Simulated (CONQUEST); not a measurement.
CdSe (Cadmoselite) under changes of volume

One of the cells (28.102 Å³/atom); the others are scaled copies at fixed shape and fractional positions:

```
Cd Se
1.0
     4.30000    0.00000    0.00000
     0.00000    7.02000    0.00000
     0.00000    0.00000    7.44782
Cd Se
4 4
Direct
  0.00000 0.50000 0.33333
  0.50000 0.50000 0.83333
  0.00000 0.00000 0.66667
  0.50000 0.00000 0.16667
  0.00000 0.88500 0.33333
  0.50000 0.88500 0.83333
  0.00000 0.38500 0.66667
  0.50000 0.38500 0.16667
```

```yaml
Program: CONQUEST 1.3
Functional: LDA
Potentials_or_basis: PseudoDojo NC LDA, DZP, grid of 48 × 72 × 72 points
k_mesh: 6 × 4 × 4
Occupations: fermi-dirac, width 0.05 eV
Spin: no spin polarisation
```

| volume (Å³/atom) | energy over the lowest point (meV/atom) | pressure (GPa) | gap on the mesh (eV) | largest force (eV/Å) |
| --- | --- | --- | --- | --- |
| 26.416 | 10.61 | 2.9 | 0.78 | 0.377 |
| 26.978 | ? | ? | ? | ? |
| 27.540 | 0.00 | 0.2 | 0.66 | 0.334 |
| 28.102 | 1.26 | -0.9 | 0.61 | 0.309 |
| 28.665 | 6.12 | -1.9 | 0.55 | 0.284 |
| 29.227 | 14.19 | -2.7 | 0.50 | 0.264 |
| 29.789 | 25.27 | -3.6 | 0.45 | 0.257 |

**Question.** What does the run at 26.978 Å³/atom give?

**Answer.** Energy over the lowest point 2.91 meV/atom; pressure 1.5 GPa; gap on the mesh 0.72 eV; largest force 0.351 eV/Å.

Worked out: A Birch-Murnaghan fit of order 3 (a polynomial in V^(-2/3)) to the other rows has its minimum at 27.65 Å³/atom with B0 = V·E''(V) = 57 GPa and B' = 4.9 at fixed shape and positions, which overstates the stiffness. It gives 2.98 meV/atom at 26.978 Å³/atom, against the run's 2.91, and -dE/dV = 1.5 GPa, against 1.5. A straight line through the other rows of the gap, of slope -2.75 eV per unit of ln V, gives 0.72 eV, against the run's 0.72.

Energies are extrapolated to zero smearing.

Caveats: the basis of atomic orbitals isn't converged, which shifts pressures, moduli and gaps.

A mesh can miss the band edges. Spin-orbit coupling on Cd, Se is left out.
